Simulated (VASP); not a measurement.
# Ge (Cmmm) in VASP: notebook

The runs below take Ge through single point, with PBE.

All numbers are computed with VASP 6.6.1; they aren't measurements. Logs are shortened: lines on timing, memory, paths and dates and some standing lists are left out, and cuts for length are marked.

## 1. The structure

Symmetry: Cmmm, No. 65, orthorhombic system. Conventional cell: a = 2.794 Å, b = 5.201 Å, c = 2.698 Å, α = 90.00°, β = 90.00°, γ = 90.00°. Ge (site symmetry mmm) is surrounded by 8 Ge at 2.70 to 2.95 Å.

This isn't the form of Ge at room conditions, which is diamond.

## 2. Single point, PBE

File INCAR:

```
PREC = Accurate ; ENCUT = 450
EDIFF = 1E-7 ; ISMEAR = 0
SIGMA = 0.1 ; LREAL = F
LASPH = T ; NELM = 100
ALGO = Normal ; ISIF = 2
LWAVE = F ; LCHARG = F
GGA = PE ; NBANDS = 13
ADDGRID = F
```

File KPOINTS:

```
Automatic mesh
0
Gamma
  5 5 5
```

File POSCAR:

```
Ge
1.0
    1.3971490000     -2.6005160000      0.0000000000
    1.3971490000      2.6005160000      0.0000000000
    0.0000000000      0.0000000000      2.6982310000
Ge
1
Direct
    0.5000000000      0.5000000000      0.0000000000
```

Potentials or basis: VASP PAW PBE potentials, release 64 (Ge_d).

Launch:

```
cat potpaw_PBE.64/Ge_d/POTCAR > POTCAR
mpirun -np 1 vasp_std > vasp.out
```

OUTCAR:

```text
PREC = Accurate
   ENCUT = 450
   EDIFF = 1E-7
   ISMEAR = 0
   LREAL = F
   LASPH = T
   NELM = 100
   ISIF = 2
   GGA = PE

 Found     27 irreducible k-points:

 Following reciprocal coordinates:
            Coordinates               Weight
  0.000000  0.000000  0.000000      1.000000
  0.200000 -0.000000  0.000000      4.000000
  0.400000  0.000000  0.000000      4.000000
  0.200000  0.200000  0.000000      2.000000
  0.400000  0.200000  0.000000      4.000000
 -0.400000  0.200000  0.000000      4.000000
   k-points           NKPTS =     27   k-points in BZ     NKDIM =     27   number of bands    NBANDS=     13
   number of dos      NEDOS =    301   number of ions     NIONS =      1
   total plane-waves  NPLWV =   8000
   dimension x,y,z NGX =    20 NGY =   20 NGZ =   20
   dimension x,y,z NGXF=    40 NGYF=   40 NGZF=   40
   ions per type =               1
   NGX,Y,Z   is equivalent  to a cutoff of  11.26, 11.26, 12.32 a.u.
   NGXF,Y,Z  is equivalent  to a cutoff of  22.53, 22.53, 24.65 a.u.
 SYSTEM =  unknown system
   PREC   = accura    normal or accurate (medium, high low for compatibility)
   ISTART =      0    job   : 0-new  1-cont  2-samecut
   ICHARG =      2    charge: 1-file 2-atom 10-const
   ISPIN  =      1    spin polarized calculation?
   LNONCOLLINEAR =      F non collinear calculations
   LSORBIT =      F    spin-orbit coupling
   LASPH  =      T    aspherical Exc in radial PAW
   ENCUT  =  450.0 eV  33.07 Ry    5.75 a.u.   5.11  5.11  4.67*2*pi/ulx,y,z
   NELM   =    100;   NELMIN=  2; NELMDL= -5     # of ELM steps
   EDIFF  = 0.1E-06   stopping-criterion for ELM
   LREAL  =      F    real-space projection
   EDIFFG = 0.1E-05   stopping-criterion for IOM
   NSW    =      0    number of steps for IOM
   IBRION =     -1    ionic relax: 0-MD 1-quasi-New 2-CG
   NFREE  =      0    steps in history (QN), initial steepest desc. (CG)
   ISIF   =      2    stress and relaxation
   ISYM   =      2    0-nonsym 1-usesym 2-fastsym
   POTIM  = 0.5000    time-step for ionic-motion
   TEBEG  =    0.0;   TEEND  =   0.0 temperature during run
   PSTRESS=    0.0 pullay stress
   NELECT =      14.0000    total number of electrons
   NUPDOWN=      -1.0000    fix difference up-down
   EMIN   =  10.00;   EMAX   =-10.00  energy-range for DOS
   EFERMI =   0.00;   METHOD = LEGACY
   ISMEAR =     0;   SIGMA  =   0.10  broadening in eV -4-tet -1-fermi 0-gaus
   EFERMI_NEDOS =   21; number of points for ismear=-14 and -15
   IALGO  =     38    algorithm
   IMIX   =      4    mixing-type and parameters
     AMIX     =   0.40;   BMIX     =  1.00
     AMIX_MAG =   1.60;   BMIX_MAG =  1.00
  volume/ion in A,a.u.               =      19.61       132.31
  Fermi-wavevector in a.u.,A,eV,Ry     =   1.463234  2.765111 29.130796  2.141053
  Thomas-Fermi vector in A             =   2.579353
   LORBIT       =      0    0 simple, 1 ext, 2 COOP (PROOUT), +10 PAW based schemes
   GGA     = PE    functional components
   LHFCALC =     F    Hartree Fock is set to
   AEXX    =    0.0000 exact exchange contribution
   IVDW    =     0    specifies the selected vdW correction
   LEPSILON=     F    determine dielectric tensor
   LRPA    =     F    only Hartree local field effects (RPA)
 non-spin polarized calculation
 Gauss-broadening in eV      SIGMA  =   0.10
  energy-cutoff  :      450.00
  volume of cell :       19.61
 maximum number of plane-waves:       433
   NGX = 11   NGY = 11   NGZ =  9

 number of electron      14.0000004 magnetization

 Free energy of the ion-electron system (eV)
  ---------------------------------------------------
  ext. energy  EPLUGINS =         0.00000000
  ---------------------------------------------------
  free energy    TOTEN  =        -4.24125275 eV

  energy without entropy =       -4.23826782  energy(sigma->0) =       -4.23976029

 E-fermi :   6.0615     XC(G=0): -11.0315

 val. band max:        5.9493653075   @ k =   0.4000   0.4000   0.4000
 cond. band min:       6.1310511189   @ k =   0.4000   0.2000   0.2000
 fundamental gap:      0.1816858114
 Fermi energy:         6.0614634850

 k-point     1 :       0.0000    0.0000    0.0000
  band No.  band energies     occupation
      1     -18.4787      2.00000
      2     -18.4144      2.00000
      3     -18.3641      2.00000
      4     -18.2628      2.00000
      5     -18.2469      2.00000
      6      -6.6360      2.00000
      7      12.8896      0.00000
      8      13.3639      0.00000
      9      14.8751      0.00000
     10      16.3817      0.00000
     11      18.7204      0.00000
     12      21.0926      0.00000
     13      21.2330      0.00000

 k-point     2 :       0.2000   -0.0000    0.0000
  band No.  band energies     occupation
      1     -18.4567      2.00000
      2     -18.3884      2.00000
      3     -18.3537      2.00000
      4     -18.2709      2.00000
      5     -18.2615      2.00000
      6      -5.6664      2.00000
      7       9.0676      0.00000
      8      11.6582      0.00000
      9      13.8137      0.00000
     10      15.9826      0.00000
     11      18.0839      0.00000
     12      22.4592      0.00000
     13      25.5946      0.00000

 k-point     3 :       0.4000    0.0000    0.0000
  band No.  band energies     occupation
      1     -18.4502      2.00000
      2     -18.3753      2.00000
      3     -18.2979      2.00000
      4     -18.2810      2.00000
      5     -18.2709      2.00000
      6      -2.8595      2.00000
      7       2.6915      2.00000
      8       9.9052      0.00000
      9      13.9454      0.00000
     10      16.1013      0.00000
     11      20.7331      0.00000
     12      24.1404      0.00000
     13      25.0166      0.00000

 k-point     4 :       0.2000    0.2000    0.0000
  band No.  band energies     occupation
      1     -18.4315      2.00000
      2     -18.3907      2.00000
      3     -18.2976      2.00000
      4     -18.2912      2.00000
      5     -18.2724      2.00000
      6      -3.6467      2.00000
      7       5.0009      2.00000
      8       7.6115      0.00000
      9      15.5660      0.00000
     10      18.8578      0.00000
     11      19.4976      0.00000
     12      21.3713      0.00000
     13      25.9911      0.00000

 k-point     5 :       0.4000    0.2000    0.0000
  band No.  band energies     occupation
      1     -18.4239      2.00000
      2     -18.3681      2.00000
      3     -18.2970      2.00000
      4     -18.2942      2.00000
      5     -18.2802      2.00000
      6      -1.1485      2.00000
      7       1.7004      2.00000
      8       5.3899      2.00000
      9      17.0809      0.00000
     10      19.3039      0.00000
     11      22.9852      0.00000
     12      23.5742      0.00000
     13      23.6817      0.00000

 k-point     6 :      -0.4000    0.2000    0.0000
  band No.  band energies     occupation
      1     -18.4359      2.00000
      2     -18.3923      2.00000
      3     -18.3144      2.00000
      4     -18.2886      2.00000
      5     -18.2655      2.00000
      6      -3.9974      2.00000
      7       5.1689      2.00000
      8       7.4585      0.00000
      9      15.2430      0.00000
     10      19.3533      0.00000
     11      20.6924      0.00000
     12      23.4698      0.00000
     13      26.1459      0.00000

 [... further k-points ...]

------------------------ aborting loop because EDIFF is reached ----------------------------------------

  FORCE on cell =-STRESS in cart. coord.  units (eV):
  Direction    XX          YY          ZZ          XY          YZ          ZX
  --------------------------------------------------------------------------------------
  -------------------------------------------------------------------------------------
  Total       -0.2929238      0.8925238     -0.0114939      0.0000000      0.0000000      0.0000000
  in kB      -23.9361281     72.9321472     -0.9392197      0.0000000      0.0000000      0.0000000
  external PRESSURE =      16.0189331 kB  Pullay stress =       0.0000000 kB

 VOLUME and BASIS-vectors are now :
 -----------------------------------------------------------------------------
  energy-cutoff  :      450.00
  volume of cell :       19.61
      direct lattice vectors                 reciprocal lattice vectors
     1.397149000 -2.600516000  0.000000000     0.357871637 -0.192269534  0.000000000
     1.397149000  2.600516000  0.000000000     0.357871637  0.192269534  0.000000000
     0.000000000  0.000000000  2.698231000     0.000000000  0.000000000  0.370613191

 POSITION                                       TOTAL-FORCE (eV/Angst)
 -----------------------------------------------------------------------------------
      1.39715      0.00000      0.00000         0.000000     -0.000000      0.000000
 -----------------------------------------------------------------------------------
    total drift:                               -0.000000      0.000000     -0.000000

  FREE ENERGIE OF THE ION-ELECTRON SYSTEM (eV)
  ---------------------------------------------------
  free  energy   TOTEN  =        -4.2412527543 eV

  energy  without entropy=       -4.2382678189  energy(sigma->0) =       -4.23976029
```

Run time: 2.6 s. Hardware: 1 thread of Intel Xeon 6975P-C (Granite Rapids), shared host; peak memory 0.12 GiB.

These settings aren't checked as converged: the numbers below hold their error.

What came out:

* Free energy: -4.2413 eV
* Pressure: 1.6 GPa
* Band gap on the k mesh: none (metal or under the smearing width)

Caveat: the k mesh is coarse (spacing up to 0.51 Å⁻¹), so the values aren't converged.

## 3. Single point, PBE

This run uses another cell than the first one, of the same volume but with other edges.

INCAR is that of step 2.

KPOINTS is that of step 2.

File POSCAR:

```
Ge
1.0
    1.4161900000     -2.6475770000      0.0134350000
    1.3961930000      2.6368340000      0.0183540000
    0.0306960000      0.0025520000      2.6389690000
Ge
1
Direct
    0.4852650000      0.4800630000      0.0156560000
```

Potentials or basis: VASP PAW PBE potentials, release 64 (Ge_d).

Launch:

```
cat potpaw_PBE.64/Ge_d/POTCAR > POTCAR
mpirun -np 1 vasp_std > vasp.out
```

OUTCAR:

```text
PREC = Accurate
   ENCUT = 450
   EDIFF = 1E-7
   ISMEAR = 0
   LREAL = F
   LASPH = T
   NELM = 100
   ISIF = 2
   GGA = PE

 Found     63 irreducible k-points:

 Following reciprocal coordinates:
            Coordinates               Weight
  0.000000  0.000000  0.000000      1.000000
  0.200000  0.000000  0.000000      2.000000
  0.400000 -0.000000  0.000000      2.000000
 -0.000000  0.200000  0.000000      2.000000
  0.200000  0.200000  0.000000      2.000000
  0.400000  0.200000  0.000000      2.000000
   k-points           NKPTS =     63   k-points in BZ     NKDIM =     63   number of bands    NBANDS=     13
   number of dos      NEDOS =    301   number of ions     NIONS =      1
   total plane-waves  NPLWV =  10368
   dimension x,y,z NGX =    24 NGY =   24 NGZ =   18
   dimension x,y,z NGXF=    48 NGYF=   48 NGZF=   36
   ions per type =               1
   NGX,Y,Z   is equivalent  to a cutoff of  13.29, 13.37, 11.34 a.u.
   NGXF,Y,Z  is equivalent  to a cutoff of  26.58, 26.74, 22.68 a.u.
 SYSTEM =  unknown system
   PREC   = accura    normal or accurate (medium, high low for compatibility)
   ISTART =      0    job   : 0-new  1-cont  2-samecut
   ICHARG =      2    charge: 1-file 2-atom 10-const
   ISPIN  =      1    spin polarized calculation?
   LNONCOLLINEAR =      F non collinear calculations
   LSORBIT =      F    spin-orbit coupling
   LASPH  =      T    aspherical Exc in radial PAW
   ENCUT  =  450.0 eV  33.07 Ry    5.75 a.u.   5.19  5.16  4.56*2*pi/ulx,y,z
   NELM   =    100;   NELMIN=  2; NELMDL= -5     # of ELM steps
   EDIFF  = 0.1E-06   stopping-criterion for ELM
   LREAL  =      F    real-space projection
   EDIFFG = 0.1E-05   stopping-criterion for IOM
   NSW    =      0    number of steps for IOM
   IBRION =     -1    ionic relax: 0-MD 1-quasi-New 2-CG
   NFREE  =      0    steps in history (QN), initial steepest desc. (CG)
   ISIF   =      2    stress and relaxation
   ISYM   =      2    0-nonsym 1-usesym 2-fastsym
   POTIM  = 0.5000    time-step for ionic-motion
   TEBEG  =    0.0;   TEEND  =   0.0 temperature during run
   PSTRESS=    0.0 pullay stress
   NELECT =      14.0000    total number of electrons
   NUPDOWN=      -1.0000    fix difference up-down
   EMIN   =  10.00;   EMAX   =-10.00  energy-range for DOS
   EFERMI =   0.00;   METHOD = LEGACY
   ISMEAR =     0;   SIGMA  =   0.10  broadening in eV -4-tet -1-fermi 0-gaus
   EFERMI_NEDOS =   21; number of points for ismear=-14 and -15
   IALGO  =     38    algorithm
[... 17 lines left out ...]
 maximum number of plane-waves:       433
 NGX is ok and might be reduce to    24

 number of electron      14.0000005 magnetization

 Free energy of the ion-electron system (eV)
  ---------------------------------------------------
  ext. energy  EPLUGINS =         0.00000000
  ---------------------------------------------------
  free energy    TOTEN  =        -4.24636063 eV

  energy without entropy =       -4.24182053  energy(sigma->0) =       -4.24409058

 E-fermi :   6.0203     XC(G=0): -11.0368

 val. band max:        5.9974116991   @ k =   0.2000   0.4000   0.2000
 cond. band min:       6.0389801473   @ k =   0.4000  -0.0000   0.4000
 fundamental gap:      0.0415684482
 Fermi energy:         6.0202926296

 k-point     1 :       0.0000    0.0000    0.0000
  band No.  band energies     occupation
      1     -18.5452      2.00000
      2     -18.4579      2.00000
      3     -18.4056      2.00000
      4     -18.3019      2.00000
      5     -18.2911      2.00000
      6      -6.6489      2.00000
      7      12.7552      0.00000
      8      13.7460      0.00000
      9      14.4188      0.00000
     10      16.7235      0.00000
     11      18.3582      0.00000
     12      20.7645      0.00000
     13      21.0528      0.00000
[... 66 lines left out ...]
  band No.  band energies     occupation
      1     -18.4920      2.00000
      2     -18.4170      2.00000
      3     -18.3455      2.00000
      4     -18.3336      2.00000
      5     -18.3175      2.00000
      6      -1.4444      2.00000
      7       1.6568      2.00000
      8       5.2554      2.00000
      9      17.7001      0.00000
     10      18.9128      0.00000
     11      23.3747      0.00000
     12      24.1023      0.00000
     13      24.7756      0.00000

 [... further k-points ...]

------------------------ aborting loop because EDIFF is reached ----------------------------------------

  FORCE on cell =-STRESS in cart. coord.  units (eV):
  Direction    XX          YY          ZZ          XY          YZ          ZX
  --------------------------------------------------------------------------------------
  -------------------------------------------------------------------------------------
  Total       -1.0201994      0.7192772      0.3432357     -0.2201890      0.0325478      0.0507437
  in kB      -83.3650682     58.7753684     28.0473323    -17.9926307      2.6596292      4.1464994
  external PRESSURE =       1.1525442 kB  Pullay stress =       0.0000000 kB

 VOLUME and BASIS-vectors are now :
 -----------------------------------------------------------------------------
  energy-cutoff  :      450.00
  volume of cell :       19.61
      direct lattice vectors                 reciprocal lattice vectors
     1.416190000 -2.647577000  0.013435000     0.354897238 -0.187889191 -0.003946402
     1.396193000  2.636834000  0.018354000     0.356347309  0.190588350 -0.004329273
     0.030696000  0.002552000  2.638969000    -0.004285175 -0.000368995  0.378986066

 POSITION                                       TOTAL-FORCE (eV/Angst)
 -----------------------------------------------------------------------------------
      1.35797     -0.01889      0.05665         0.000000      0.000000      0.000000
 -----------------------------------------------------------------------------------
    total drift:                                0.000054     -0.000164      0.000189

  FREE ENERGIE OF THE ION-ELECTRON SYSTEM (eV)
  ---------------------------------------------------
  free  energy   TOTEN  =        -4.2463606332 eV

  energy  without entropy=       -4.2418205290  energy(sigma->0) =       -4.24409058
```

It took 4 s on 1 thread of Intel Xeon 6975P-C (Granite Rapids), shared host; peak memory 0.13 GiB.

The run converged, but some of its settings lie outside the range that counts as converged, so its numbers aren't taken as properties of the crystal.

What came out:

```
Free energy            : -4.2464 eV
Pressure               : 0.1 GPa
Band gap on the k mesh : none (metal or under the smearing width)
```

Caveat: the k mesh is coarse (spacing up to 0.51 Å⁻¹), so the values aren't converged.

## 4. The reference run

An earlier run on the cell as given: functional PBE; potentials or basis VASP PAW PBE potentials, release 64 (Ge_d); cutoff 520 eV; k mesh 11 × 11 × 10; occupations fermi-dirac, width 0.05 eV; no spin polarisation.

* Pressure: -0.6 GPa
* Band gap on the k mesh: none (metal or under the smearing width)
